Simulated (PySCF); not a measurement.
**Isomerisation enthalpies of C3H6O**

**What was measured.**

CRC Handbook of Chemistry and Physics lists, for the gas at 298.15 K: enthalpy of formation of `CC(C)=O` (acetone) -217.1 kJ/mol; enthalpy of formation of `CCC=O` (propanal) -185.6 kJ/mol; enthalpy of formation of `C=CCO` -124.5 kJ/mol; enthalpy of formation of `C1COC1` (oxetane) -80.5 kJ/mol.

The results are set against them at the end.

Differences of these values give the isomerisation enthalpies. Geometries: PBE0-D3(BJ)/def2-SVP; runs in PySCF, gas phase, with a dispersion term only where the level names one. Total electronic energies (Eh):

| SMILES | PBE0-D3(BJ)/def2-SVP |
| --- | --- |
| CC(C)=O | -192.79104 |
| CCC=O | -192.78157 |
| C=CCO | -192.75109 |
| C1COC1 | -192.74455 |

Geometry of `CC(C)=O` (Å):
```
atom  x, y, z in Å
C1     1.275   -0.240   -0.041
C2     0.036    0.620   -0.145
C3    -1.285   -0.072    0.094
O4     0.102    1.799   -0.394
H5     1.505   -0.405    1.025
H6     1.129   -1.230   -0.497
H7     2.125    0.276   -0.505
H8    -2.093    0.669    0.124
H9    -1.262   -0.649    1.032
H10   -1.478   -0.792   -0.718
```

Geometry of `CCC=O` (Å):
```
atom  x, y, z in Å
C1    -1.0634    0.4704   -0.0996
C2     0.0463   -0.5584   -0.1720
C3     1.3777   -0.0584    0.3123
O4     1.5880    1.0576    0.7053
H5    -2.0120    0.0585   -0.4723
H6    -0.8135    1.3595   -0.6961
H7    -1.2168    0.8098    0.9350
H8    -0.1882   -1.4683    0.4116
H9     0.2031   -0.9286   -1.2029
H10    2.2034   -0.8189    0.2831
```

Geometry of `C=CCO` (Å):
```
atom  x, y, z in Å
C1     1.4754    0.2699    0.4698
C2     0.3581    0.4924   -0.2230
C3    -0.7196   -0.5211   -0.4540
O4    -1.9853   -0.0577   -0.0608
H5     2.2332    1.0461    0.6065
H6     1.6789   -0.7074    0.9215
H7     0.1693    1.4816   -0.6591
H8    -0.7983   -0.7362   -1.5333
H9    -0.4463   -1.4757    0.0403
H10   -1.9265    0.1862    0.8693
```

Geometry of `C1COC1` (Å):
```
atom  x, y, z in Å
C1    -0.099    0.656   -0.441
C2     1.058   -0.203    0.085
O3     0.161   -1.154    0.649
C4    -0.973   -0.370    0.291
H5    -0.146    1.689   -0.070
H6    -0.209    0.660   -1.534
H7     1.721   -0.650   -0.677
H8     1.690    0.283    0.851
H9    -1.509    0.020    1.176
H10   -1.694   -0.931   -0.330
```

Zero-point and thermal terms are left out, so the computed numbers are electronic energies.

**Comparison with experiment**

Relative to `CC(C)=O`, the lowest by measurement, in kJ/mol (measured: enthalpies at 298.15 K; computed: electronic energies):

| SMILES | measured | PBE0-D3(BJ)/def2-SVP |
| --- | --- | --- |
| CC(C)=O | 0.0 | 0.0 |
| CCC=O | 31.5 | 24.9 |
| C=CCO | 92.6 | 104.9 |
| C1COC1 | 136.6 | 122.1 |

Measured values: -217.1 kJ/mol (298.15 K; CRC Handbook of Chemistry and Physics) for the first row; the others come from the same table. Mean unsigned miss over the other isomers: PBE0-D3(BJ)/def2-SVP 11.1 kJ/mol. One conformer stands for `CCC=O` and `C=CCO`, not necessarily the lowest, while the measurement averages over conformers. Where a level misses, the cause wasn't examined.
